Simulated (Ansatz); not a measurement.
## Cold compression of SiNi (begun as WC type, now distorted WC)

```
CELL_PARAMETERS angstrom
3.48659 0.00000 0.00000
-1.74329 3.01947 0.00000
0.00000 0.00000 2.48745
ATOMIC_POSITIONS crystal
Ni 0.00000 0.00000 0.00000
Si 0.33333 0.66667 0.50000
```

The cell comes from a relaxation on PAW files under the same functional, begun from a prototype that needn't be the stable phase.

The start type wasn't kept: the relaxed cell is distorted WC.

Its volume is scaled, and at each volume shape and atoms are relaxed on PAW files; all methods then take that cell.

All numbers are PBE results (scalar-relativistic) from Ansatz 0.2.0, with a Γ-centred 14×14×13 k mesh, Fermi–Dirac smearing of 0.1 eV, no spin polarisation. Methods: LAPW: all electrons, basis error target 1 meV/atom; PAW: frozen-core files, cutoff 420 eV; norm-conserving: pseudopotentials, cutoff 1400 eV.

Energies are extrapolated to zero smearing and count from the unscaled cell; pressure is positive in compression; gaps take the mesh and a band path. No temperature or zero-point motion is included.

Spin polarisation is left out, though a magnetic state may lie lower.

| V/V0 | V (Å³/atom) | P LAPW (GPa) | ΔE LAPW (eV/atom) | P PAW − LAPW (GPa) | ΔE PAW − LAPW (meV/atom) | space group | shortest distance (Å) |
| --- | --- | --- | --- | --- | --- | --- | --- |
| 1.00 | 13.09 | -0.02 | 0.000 | 0.01 | 0.0 | P-6m2 | 2.366 |
| 0.94 | 12.31 | 10.73 | 0.024 | 0.03 | 0.0 | P-6m2 | 2.316 |
| 0.88 | 11.52 | 25.6 | 0.111 | 0.05 | 0.2 | P-6m2 | 2.263 |
| 0.80 | 10.47 | 54.9 | ? | 0.12 | 0.7 | P-6m2 | 2.190 |
| 0.72 | 9.43 | ? | 0.863 | 0.22 | 1.7 | P-6m2 | 2.113 |

(1) What belongs in the row "0.80", column "ΔE LAPW (eV/atom)"?

(2) What belongs in the row "0.72", column "P LAPW (GPa)"?

(3) Fit the Vinet equation to the LAPW pressures over the whole range, with residuals weighted by 1/(|P| + 0.03·Pmax).

(4) From the table, what is the rise of the enthalpy H = E + pV up to the last row, and how stiff is the crystal between the last two rows?

(5) At the smallest volume, how far does norm-conserving lie from LAPW in pressure?

(6) How do the Löwdin populations by LAPW change from the unscaled cell to the last row?

Results:

(1) 0.366.

(2) 101.3.

(3) V0 = 13.09 Å³/atom, B0 = 151 GPa and B0′ = 4.52, and the fit misses no point by more than 0.11 GPa. A fit over so wide a range pins B0 less well than one near rest.

(4) ΔH = 0.863 eV + (101.3 GPa × 9.43 Å³ + 0.02 GPa × 13.09 Å³) × 0.006242 eV/(GPa·Å³) = 6.82 eV/atom, of which pV makes 87 %. The mean bulk modulus there is −ΔP/Δln V = 440 GPa.

(5) norm-conserving: +0.16 GPa, on a LAPW pressure of 101.3 GPa.

(6) Ni 4s 0.61 → 0.58, Ni 3d 8.88 → 8.97, Si 3s 1.33 → 1.22, Si 3p 2.99 → 3.05 electrons an atom. These are projections on the shells that the free atoms fill; 0.23 e a cell lies outside them at the start and 0.26 e at the end.
